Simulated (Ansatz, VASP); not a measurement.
# In: VASP beside Ansatz

INCAR

```
  ALGO = Normal
  EDIFF = 1E-8
  ENCUT = 520
  GGA = PE
  ISIF = 2
  ISMEAR = -1
  LASPH = T
  LCHARG = F
  LEFG = T
  LREAL = F
  LWAVE = F
  NBANDS = 12
  NELM = 80
  PREC = Accurate
  SIGMA = 0.05
```

File KPOINTS:

```
k-points
0
Gamma
  15 15 15
```

Contents of POSCAR:

```
In
1.0
    0.0000000000      2.3754817403      2.3754817403
    2.3754817403      0.0000000000      2.3754817403
    2.3754817403      2.3754817403      0.0000000000
In
1
Direct
    0.0000000000      0.0000000000      0.0000000000
```

Input for Ansatz:

```yaml
crystal:
  lattice:
    - [0.0, 2.3754817403, 2.3754817403]
    - [2.3754817403, 0.0, 2.3754817403]
    - [2.3754817403, 2.3754817403, 0.0]
  atoms:
    - { symbol: In, position: [0.0, 0.0, 0.0] }
kpoints:
  mp_grid: { grid: [15, 15, 15] }
scf:
  occupations: { method: fermi_dirac, width: 0.05 }
hamiltonian:
  xc: pbe
  pseudopotentials: { kind: paw }
output:
  forces: true
  stress: true
  eigenvalues: true
  efg: { contact_densities: true }
  write_density: true
  write_potential: true
  elf: true
  volumetric_format: npy
```

Change from the starting cell: volume scaled by 0.975, PAW files.

Alike in both runs: task electric field gradients; functional PBE; k mesh 15 × 15 × 15; occupations fermi-dirac, width 0.05 eV; no spin polarisation.

|  | VASP | Ansatz |
| --- | --- | --- |
| version | VASP 6.6.1 | Ansatz 0.2.0 |
| potentials or method | VASP PAW PBE potentials, release 64 (In_d) | PAW with Ansatz's default frozen-core files, scalar-relativistic |
| plane-wave cutoff (eV) | 520 | 420 |
| valence electrons in the cell | 13 | 13 |

|  | VASP | Ansatz | Ansatz less VASP |
| --- | --- | --- | --- |
| pressure (GPa) | 0.9 | 0.9 | +0.03 |
| Vzz of the field gradient on the site that differs most (V/Å²) | 0.0 | 0.0 | 0.00 |

Ansatz warned: «gradients_without_spin_orbit».
